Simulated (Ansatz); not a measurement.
Crystal: RbBr.

```
Rb Br
1.0
     4.12608    0.00000    0.00000
     0.00000    4.12608    0.00000
     0.00000    0.00000    4.12608
Rb Br
1 1
Direct
  0.00000 0.00000 0.00000
  0.50000 0.50000 0.50000
```

The cell comes from a database or a generator and needn't be the stable form of this composition.

```yaml
Program: Ansatz 0.2.0
Task: relaxation of cell and atoms
Functional: PBE
Potentials_or_basis: all-electron LAPW, scalar-relativistic
Basis_error_allowed: 0.001 eV/atom
k_mesh: 7 × 7 × 7
Occupations: fermi-dirac, width 0.05 eV
Spin: no spin polarisation
```

At the start: volume 35.12 Å³/atom.

Task: How do energy, volume and symmetry change on relaxing?

Result: Over 4 steps the energy falls by 4.3 meV/atom and the volume is 36.85 Å³/atom (+4.9 %); space group Pm-3m (No. 221, to 0.05 Å).

Step by step:
| step | energy change (eV) | largest force (eV/Å) | volume (Å³) |
| --- | --- | --- | --- |
| 1 | 0.0000 | 0.0000 | 70.24 |
| 2 | -0.0056 | 0.0000 | 71.69 |
| 3 | -0.0087 | 0.0000 | 73.70 |
| 4 | -0.0087 | 0.0000 | 73.70 |

Final structure:
```xyz
2
Lattice="4.1926 0.0000 0.0000 0.0000 4.1926 0.0000 0.0000 0.0000 4.1926" Properties=species:S:1:pos:R:3 pbc="T T T"
Rb    0.0000    0.0000    0.0000
Br    2.0963    2.0963    2.0963
```
